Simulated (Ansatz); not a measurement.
Runs of Ansatz 0.2.0 on GaN. It takes space group P6_3mc (No. 186, hexagonal). Conventional cell: a = 3.180 Å, b = 3.180 Å, c = 5.166 Å, α = 90.00°, β = 90.00°, γ = 120.00°. Ga (site symmetry 3m) is surrounded by 4 N at 1.94 to 1.95 Å. N (site symmetry 3m) is surrounded by 4 Ga at 1.94 to 1.95 Å. 

| task | level | spin | cell | k mesh | smearing | points for each segment of the path | gap on the mesh (eV) | pressure (GPa) | relaxed volume (Å³/atom) | largest force (eV/Å) |
| --- | --- | --- | --- | --- | --- | --- | --- | --- | --- | --- |
| single point | PBE | off | as given | 10 × 10 × 5 | gaussian 0.1 eV | - | 1.96 | 7.3 | - | 0.14 |
| band structure | RPBE | off | as given | 10 × 10 × 5 | fermi-dirac 0.05 eV | 14 | (b) | 11.5 | - | 0.14 |
| relaxation of cell and atoms | RPBE+D4 | off | relaxed | 10 × 10 × 5 | fermi-dirac 0.05 eV | - | 2.05 | 0.0 | 11.24 | - |
| band structure | PBEsol | SOC, no magnetisation | as given | 7 × 7 × 4 | gaussian 0.01 eV | 14 | 1.90 | 1.0 | - | 0.13 |
| density of states | LDA+D4 | off | as given | 10 × 10 × 5 | gaussian 0.05 eV | - | 1.97 | -10.3 | - | 0.13 |
| relaxation of cell and atoms | PBEsol+D3(BJ) | off | relaxed | 10 × 10 × 5 | fermi-dirac 0.05 eV | - | 1.99 | 0.0 | 11.18 | - |
| band structure | PBE | SOC, no magnetisation | as given | 7 × 7 × 4 | fermi-dirac 0.05 eV | 14 | 1.96 | 7.3 | - | 0.14 |
| relaxation of cell and atoms | RPBE | off | relaxed | 10 × 10 × 5 | fermi-dirac 0.05 eV | - | 1.60 | 0.0 | 12.04 | - |
| relaxation of cell and atoms | RPBE+D3(BJ) | off | relaxed | 10 × 10 × 5 | fermi-dirac 0.05 eV | - | (a) | 0.0 | 10.84 | - |
| relaxation of cell and atoms | BLYP | off | relaxed | 10 × 10 × 5 | fermi-dirac 0.05 eV | - | 1.57 | 0.0 | 12.14 | - |
| relaxation of cell and atoms | LDA | off | relaxed | 10 × 10 × 5 | fermi-dirac 0.05 eV | - | 2.13 | 0.0 | 11.05 | - |
| relaxation of cell and atoms | PBE+D4 | off | relaxed | 10 × 10 × 5 | fermi-dirac 0.05 eV | - | 1.92 | 0.0 | 11.40 | - |

Alike in all rows: potentials or basis Ansatz PAW; cutoff (eV) 420.

Problem. Fill in the values left out.

Solution. (a) 2.30; (b) 2.01.

Caveats: odd divisions of the mesh miss points on the zone boundary, where band edges often lie, so the gap on the mesh can be too wide (some runs); the PAW data sets come from PBE, with cores solved anew for the run's functional, which leaves a small shift of forces and pressure (some runs); the plane-wave basis is chosen anew once the cell has moved, so the energies of steps on either side of that aren't comparable (some runs); the dispersion damping was fitted for another functional or another form of the correction (some runs).

A k mesh can miss the band edges, and rows without SOC leave out spin-orbit coupling on Ga.
